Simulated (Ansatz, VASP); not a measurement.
## CdSe: VASP beside Ansatz

```xyz
2
Lattice="3.5088 0.0000 0.0000 0.0000 3.5088 0.0000 0.0000 0.0000 3.5088" Properties=species:S:1:pos:R:3 pbc="T T T"
Cd    1.7544    1.7544    1.7544
Se    0.0000    0.0000    0.0000
```

The cell was built by a generator and needn't be a form met in nature.

Alike in both runs: task single point; functional PBE; k mesh 8 × 8 × 8; occupations fermi-dirac, width 0.05 eV; no spin polarisation.

|  | VASP | Ansatz |
| --- | --- | --- |
| version | VASP 6.6.1 | Ansatz 0.2.0 |
| potentials or method | VASP PAW PBE potentials, release 64 (Cd, Se) | Ansatz PAW |
| plane-wave cutoff (eV) | 520 | 420 |
| valence electrons in the cell | 18 | 36 |

Ansatz gave:

* gap on the k mesh at the Fermi level (eV): none
* pressure (GPa): 2.6

Task: Estimate VASP's values.

Result: gap on the k mesh at the Fermi level (eV): none; pressure (GPa): 2.9.

A gap of «none» marks a metal or a gap that the smearing closes. With one functional, cell and mesh, what is left measures potentials, basis and numerics. The two sets of potentials don't hold the same shells in valence.
